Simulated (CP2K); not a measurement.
Write the native input for CP2K 2026.2 that does the following.

```yaml
Task: single point
Functional: PBEsol
Potentials_or_basis: POTENTIAL_UZH Pb GTH-PBE-q4; TZVP-MOLOPT-PBE-GTH basis
Density_cutoff: 6123 eV
k_mesh: 9 × 9 × 9
Occupations: fermi-dirac, width 0.05 eV
Spin: no spin polarisation
SCF_solver: diagonalisation with k points
Quickstep_method: GPW
EPS_DEFAULT: 1.0E-10
EPS_SCF: 1.0E-6
MAX_SCF: 100
SCF_GUESS: ATOMIC
k_points_reduced_by_the_point_group: yes
Mesh_centred_on_Gamma: yes
CHOLESKY: OFF
EPS_EIGVAL: 1.0E-7
MIXING_METHOD: BROYDEN_MIXING
MIXING_ALPHA: 0.4
NBUFFER: 8
NGRIDS: 4
Basis_sets: Pb TZVP-MOLOPT-PBE-GTH-q4
Potentials: Pb GTH-PBE-q4 of POTENTIAL_UZH
ADDED_MOS: "[8]"
REL_CUTOFF_Ry: 60 Ry
MIXING_BETA_1/bohr: 1.5 1/bohr
CUTOFF_of_the_grids: 450 Ry
```

Pb:

```
Pb
1.0
     3.42887    0.00000    0.00000
    -1.14296    3.23277    0.00000
    -1.14296   -1.61639    2.79966
Pb
1
Direct
  0.00000 0.00000 0.00000
```

This isn't the form of Pb at room conditions, which is fcc.

These files were run (other wordings do the same):

pb_scf.inp

```
&GLOBAL
  PROJECT pb_scf
  RUN_TYPE ENERGY_FORCE
  PRINT_LEVEL LOW
&END GLOBAL
&FORCE_EVAL
  METHOD QS
  STRESS_TENSOR ANALYTICAL
  &DFT
    BASIS_SET_FILE_NAME BASIS_MOLOPT_UZH
    POTENTIAL_FILE_NAME POTENTIAL_UZH
    &MGRID
      CUTOFF 450
      REL_CUTOFF 60
      NGRIDS 4
    &END MGRID
    &QS
      METHOD GPW
      EPS_DEFAULT 1.0E-10
    &END QS
    &KPOINTS
      SCHEME MONKHORST-PACK 9 9 9
      GAMMA_CENTERED T
      SYMMETRY T
      SYMMETRY_BACKEND SPGLIB
    &END KPOINTS
    &SCF
      SCF_GUESS ATOMIC
      EPS_SCF 1.0E-6
      MAX_SCF 100
      ADDED_MOS 8
      CHOLESKY OFF
      EPS_EIGVAL 1.0E-7
      &DIAGONALIZATION ON
        ALGORITHM STANDARD
      &END DIAGONALIZATION
      &MIXING ON
        METHOD BROYDEN_MIXING
        ALPHA 0.4
        BETA 1.5
        NBUFFER 8
      &END MIXING
      &SMEAR ON
        METHOD FERMI_DIRAC
        ELECTRONIC_TEMPERATURE [K] 580.226
      &END SMEAR
    &END SCF
    &XC
      &XC_FUNCTIONAL
        &GGA_X_PBE_SOL
        &END GGA_X_PBE_SOL
        &GGA_C_PBE_SOL
        &END GGA_C_PBE_SOL
      &END XC_FUNCTIONAL
    &END XC
    &PRINT
      &KPOINTS ON
      &END KPOINTS
      &MULLIKEN ON
      &END MULLIKEN
      &MO ON
        ENERGIES T
        OCCUPATION_NUMBERS T
        &EACH
          QS_SCF 0
        &END EACH
        ADD_LAST NUMERIC
      &END MO
      &LOWDIN ON
      &END LOWDIN
      &HIRSHFELD ON
        SHAPE_FUNCTION DENSITY
      &END HIRSHFELD
    &END PRINT
  &END DFT
  &SUBSYS
    &CELL
      ABC 3.4288709512 3.4288709512 3.4288709512
      ALPHA_BETA_GAMMA 109.4712206349 109.4712206340 109.4712206340
      PERIODIC XYZ
    &END CELL
    &COORD
      SCALED
      Pb  0.0000000000 0.0000000000 0.0000000000
    &END COORD
    &KIND Pb
      BASIS_SET TZVP-MOLOPT-PBE-GTH-q4
      POTENTIAL GTH-PBE-q4
    &END KIND
    &PRINT
      &ATOMIC_COORDINATES ON
      &END ATOMIC_COORDINATES
      &CELL ON
      &END CELL
      &SYMMETRY ON
      &END SYMMETRY
    &END PRINT
  &END SUBSYS
  &PRINT
    &FORCES ON
    &END FORCES
    &STRESS_TENSOR ON
    &END STRESS_TENSOR
  &END PRINT
&END FORCE_EVAL
```

Potentials or basis: POTENTIAL_UZH Pb GTH-PBE-q4; TZVP-MOLOPT-PBE-GTH basis.

The run is started by

```sh
$ OMP_NUM_THREADS=1 cp2k.psmp -i pb_scf.inp -o pb_scf.out
```

It gave:

```json
{
  "Pressure": "0.8 GPa",
  "Band gap on the k mesh": "none (metal or under the smearing width)"
}
```

Caveat: the potentials were made for another functional, which shifts forces and pressure; the basis of atomic orbitals isn't converged, which shifts pressures, moduli and gaps.

Wall time 8.2 s on 1 thread of Arm Neoverse V2, with other jobs on the host, peak memory 0.22 GiB.
